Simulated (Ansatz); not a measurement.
Working through a comparison of functionals at one structure of HfS2, space group P-3m1

Computed with Ansatz's Python interface.

Notebook, run cell by cell (the value of a cell's last expression is shown):

```python
import ansatz as az
```

```python
lattice = az.Lattice.of(
    (3.639664, 0.0, 0.0),
    (-1.819832, 3.152042, 0.0),
    (0.0, 0.0, 6.055562),
)
sites = [
    ("Hf", (0.0, 0.0, 0.0)),
    ("S", (2 / 3, 1 / 3, 0.763952)),
    ("S", (1 / 3, 2 / 3, 0.236048)),
]
hfs2 = az.Crystal(lattice=lattice)
for symbol, position in sites:
    hfs2 = hfs2.atom(symbol, position)
```

```python
len(hfs2.resolved().sites)
```

    3

```python
model = (
    hfs2.calculation()
    .basis(450)
    .kpoints(6, 6, 4, center="gamma")
    .occupations("fixed")
    .forces()
    .stress()
)
```

```python
rows = []
for value in ["pbe", "rpbe", "r2scan", "blyp", "lda"]:
    r = model.functional(value).run(threads=1, backend="cpu").report
    rows.append((value, r["free_energy_ev"] / len(r["lattice"]["sites"]), r["n_iterations"], sum(r["stress_gpa"][i][i] for i in range(3)) / 3, max(abs(f) for row in r["forces_ev_ang"] for f in row), r["n_kpoints"]))
```

    DeckWarning: basis.ecutwfc = 450 eV is below the records' recommended 500 eV, and the density's cutoff is lower with it unless basis.ecutrho_ratio is high enough to keep the records' density cutoff: compare with a run at a higher cutoff

```python
print("  functional   F/atom (eV)    iterations       P (GPa)  max component (eV/A)      k-points")
for row in rows:
    print(f"{str(row[0]):>12s}  {row[1]:12.5f}  {row[2]:12d}  {row[3]:12.3f}  {row[4]:20.4f}  {row[5]:12d}")
```

      functional   F/atom (eV)    iterations       P (GPa)  max component (eV/A)      k-points
             pbe   -5843.39307             7         1.918                0.2090            24
            rpbe   -5849.84563             8         4.264                0.3190            24
          r2scan   -5850.03235             8         0.762                0.0666            24
            blyp   -5854.37649             8         5.636                0.4256            24
             lda   -5740.20145             7        -3.861                0.2208            24

Caveats:
- The cutoff lies under the one recommended for these potentials in some of the runs.
- The run is spin-unpolarised.
- Under the recommended cutoff a pressure can be off by several GPa, even in sign.
- Pressure is positive in compression.
- Spin-orbit coupling, which matters for elements this heavy, is left out.
- This cell is a computed structure, which may not be the phase found in nature.
- Warnings are shown shortened and without file and line.
- Total energies of different functionals can't be compared; pressures, moments and gaps at this one structure can.
- Wall time of the script: 14 s on 1 thread of Arm Neoverse V2, with other jobs on the host, peak memory 0.55 GiB.
